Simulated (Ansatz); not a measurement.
# Phonons of AlAs (F-43m) against volume, part 3 of 3

Aim: how do the optical modes of AlAs (F-43m) move with volume?

Ansatz 0.2.0; DFT PBE, scalar-relativistic, plane waves, PAW; PAW set soft_1.

So far, mean high-frequency dielectric constant: step 4 (zone-centre response at rest) 9.49; step 6 (volume ratio 1.06) 9.98.

### 7. Ground state of a member: 0.9 times the volume at rest

The cell is set to 0.9 times the volume at rest; symmetry leaves nothing else free, so this is a single point.

The input, input.yaml:

```yaml
crystal:
  lattice:
    - [0.0, 2.7651802132, 2.7651802132]
    - [2.7651802132, 0.0, 2.7651802132]
    - [2.7651802132, 2.7651802132, 0.0]
  atoms:
    - { symbol: Al, position: [0.0, 0.0, 0.0] }
    - { symbol: As, position: [0.75, 0.75, 0.75] }
kpoints:
  mp_grid: { grid: [12, 12, 12] }
hamiltonian:
  xc: pbe
  pseudopotentials: { kind: paw, azcp: { folder: soft_1 } }
scf:
  occupations: { method: fixed }
output:
  forces: true
  stress: true
  eigenvalues: true
```

Run with:

```
$ ansatz run input.yaml --threads 4 --pin off --max-ram 10240MiB --backend cpu --events-out ev --progress --plain --runs-dir out
```

Numbers of over 12 decimals in the logs are rounded to 6 here.

Output:

```text
[...]
Crystal: 2 atoms, lattice volume = 42.286 Å³
Basis set: ecut = 420 eV, 869 PW (Γ), exchange–correlation on 54×54×54 points (8 copies of the dense FFT grid, shifted against one another)
Bands: 13, of which v1, the nominal top of the filled ones, is band 9 counted from 1 (8 counted from 0)
Symmetry: 24 space group operations
[...]
k-points: 72 of 1728 (time reversal used)
[...]
--- Band table (eV; the first three rows and the last of 72) ---
  k-point 0: bands = [... 5 lower, -5.3872, 6.8821, 6.8821, 6.8821, 9.5047, 11.3102, 11.3102, 11.3102]
  k-point 1: bands = [... 5 lower, -5.3125, 6.1131, 6.8008, 6.8008, 9.9728, 11.4570, 11.4570, 11.4680]
  k-point 2: bands = [... 5 lower, -5.0946, 4.7432, 6.6031, 6.6031, 10.0795, 11.7696, 11.7696, 12.4304]
  k-point 71: bands = [... 5 lower, -3.1499, 1.6158, 3.4389, 3.8297, 11.2329, 12.8546, 12.8979, 13.0315]
[key lines of the parts left out:]
SCF converged after 7 iterations
Free energy (F): -5394.505669 eV
Fermi energy:    6.882144 eV
P = ⅓ Tr σ = 8.8693 GPa (88.693 kbar)
```

Run time: 1.1 s. Hardware: 4 threads of Arm Neoverse V1, shared host; peak memory 0.34 GiB.

Numbers from this step:

```
pressure          : 8.869 GPa
gap on the k-mesh : 1.317 eV
volume per atom   : 21.14 Å³
```

The forces vanish by symmetry, at a pressure of 8.87 GPa.

### 8. Zone-centre modes of the member: 0.9 times the volume at rest

The zone-centre modes follow for 0.9 times the volume at rest, with the response to a field.

input.yaml, as its differences from that of step 7:

```diff
@@ -16,4 +16,6 @@
 output:
-  forces: true
-  stress: true
   eigenvalues: true
+phonons:
+  method: dfpt
+  dielectric: true
+  rigid_motions: translations
```

Output:

```text
[...]
Crystal: 2 atoms, lattice volume = 42.286 Å³
Basis set: ecut = 420 eV, 869 PW (Γ), exchange–correlation on 54×54×54 points (8 copies of the dense FFT grid, shifted against one another)
Bands: 13, of which v1, the nominal top of the filled ones, is band 9 counted from 1 (8 counted from 0)
Symmetry: 24 space group operations
k-points: 280 of 1728 (irreducible under 4 space group operations, time reversal used)
[...]
optical modes at Γ + LO–TO along q̂ = [1.0000, 0.0000, 0.0000]:
      ω (cm⁻¹)  modes    IR ((D/Å)²/amu)
[...]
optical modes at Γ + LO–TO along q̂ = [0.0000, 1.0000, 0.0000]:
      ω (cm⁻¹)  modes    IR ((D/Å)²/amu)
        389.36      2            10.1531
        424.40      1             5.0766
  optical modes at Γ + LO–TO along q̂ = [0.0000, 0.0000, 1.0000]:
      ω (cm⁻¹)  modes    IR ((D/Å)²/amu)
        389.36      2            10.1531
        424.40      1             5.0766
[key lines of the parts left out:]
SCF converged after 8 iterations
Free energy (F): -5394.505669 eV
Fermi energy:    6.882166 eV
```

Wall time 34 s (4 threads); peak memory 0.81 GiB; 2.2 min of CPU time.

Numbers from this step:

```
sum-rule residual before enforcement                    : 5.96e-5 eV/Å²
miss of the charge sum rule                             : 4.06e-5 e
estimated error of the dielectric tensor                : 0.02499
estimated error of the Born charges                     : 0.01566 e
highest optical mode at the zone centre (no LO-TO term) : 389.4 cm⁻¹
lowest optical zone-centre mode                         : 389.4 cm⁻¹
mean high-frequency dielectric constant                 : 8.979
largest Born charge (third of the trace)                : 2.089 e
mean static dielectric constant                         : 10.67
top of the zone-centre spectrum with the field          : 424.4 cm⁻¹
```

Without the LO-TO term. Patterns of degenerate modes are one choice out of their space. Modes at Γ, with each element's share of the kinetic energy:

```csv
mode,frequency (cm⁻¹),symmetry,Al %,As %
1,0.0,acoustic,26,74
2,0.0,acoustic,26,74
3,0.0,acoustic,26,74
4,389.4,T2,74,26
5,389.4,T2,74,26
6,389.4,T2,74,26
```

Transverse modes. Lines of the infrared spectrum (strongest = 100):

```csv
position (cm⁻¹),label,relative intensity
389,T2,100
```

The optical mode without the LO-TO term lies at 389.4 cm⁻¹.

Between step 4 and this run (volume ratio 0.9) the value for the mean high-frequency dielectric constant moves from 9.49 to 8.98 (-5 %).

### 9. The series together

The members are set side by side, also those not shown above.

Each row is one cell with its response, relaxed at fixed volume as far as symmetry leaves anything free; energies are extrapolated to zero smearing, and E0 is that at rest; shape and atoms are relaxed in each cell where symmetry leaves them free. State of the crystal along the series:

```csv
volume ratio,V (Å³/atom),pressure (GPa),E - E0 (meV/atom),gap on mesh (eV),ε∞,ε0,"largest Born charge in size, a third of the trace (e)","top mode with the field, highest of q along x, y and z (cm⁻¹)"
0.9,21.14,8.869,59.35,1.317,8.979,10.67,2.089,424.4
0.92,21.61,6.702,36.58,1.36,9.057,10.82,2.103,415.1
0.94,22.08,4.753,19.83,1.399,9.147,10.98,2.118,406.1
0.96,22.55,3,8.505,1.437,9.25,11.16,2.132,397.5
0.98,23.02,1.424,2.058,1.472,9.365,11.35,2.147,389.2
0.99,23.26,0.6961,0.511,1.488,9.427,11.46,2.155,385.1
1,23.49,0.006168,0,1.505,9.493,11.56,2.162,381.2
1.02,23.96,-1.268,1.882,1.536,9.637,11.79,2.177,373.4
1.04,24.43,-2.413,7.31,1.479,9.798,12.04,2.193,365.9
1.06,24.9,-3.44,15.92,1.337,9.976,12.31,2.208,358.6
```

Without the LO-TO term; each mode is tracked from rest by its pattern, and modes that stay within 0.3 cm⁻¹ of each other stand once; shape and atoms are relaxed in each cell where symmetry leaves them free. Optical modes along the series:

```csv
V (Å³/atom),mode 4 T2 (cm⁻¹)
21.14,389.4
21.61,379.8
22.08,370.7
22.55,361.9
23.02,353.5
23.26,349.4
23.49,345.4
23.96,337.6
24.43,330.1
24.9,322.9
```

From cubic fits (parabolas where under five rows exist) of ln ω and P against ln V through the rows within about 4 % of rest: γ = −d ln ω / d ln V and dω/dP = γ ω / B. Slopes at rest:

```csv
mode,fitted frequency at rest (cm⁻¹),Grüneisen parameter γ,dω/dP (cm⁻¹/GPa)
mode 4 T2,345.4,1.15,5.91
longitudinal mode,381.2,1.04,5.87
```

### 10. Summary of results

* members: 10
* highest optical mode at the zone centre (no LO-TO term), at rest: 345.4 cm⁻¹
* bulk modulus at rest: 67.2 GPa
* mode 4 T2, γ: 1.15
* longitudinal mode, γ: 1.04

What this shows: The series spans -3.4 to 8.9 GPa, and the slope at rest gives a bulk modulus of 67 GPa. The transverse optical mode has γ = 1.15 and moves by 5.9 cm⁻¹ for each GPa, the longitudinal one has γ = 1.04 and moves by 5.9. ε∞ is 9.49 at rest, with d ln ε∞ / d ln V = 0.72. One k mesh and one cutoff serve the ground states and modes of all volumes; the field response picks its own mesh. With the field response the log warns that the k mesh is coarse for the force constants too, so the frequencies are to be taken as unconverged. These are harmonic frequencies at zero temperature: anharmonic shifts, linewidths and thermal expansion are left out. Only the zone centre was solved, so an instability at another wavevector cannot show here.

[Logs are printed without paths, hosts, clocks, repeated set-up lines and the standing remarks that a program may print on its own settings, such as how far it seeks lower states.]

[Hosts, paths, dates, database ids (printed as entryN), source tags and the programs' standing remarks are cut or masked in the printed files.]
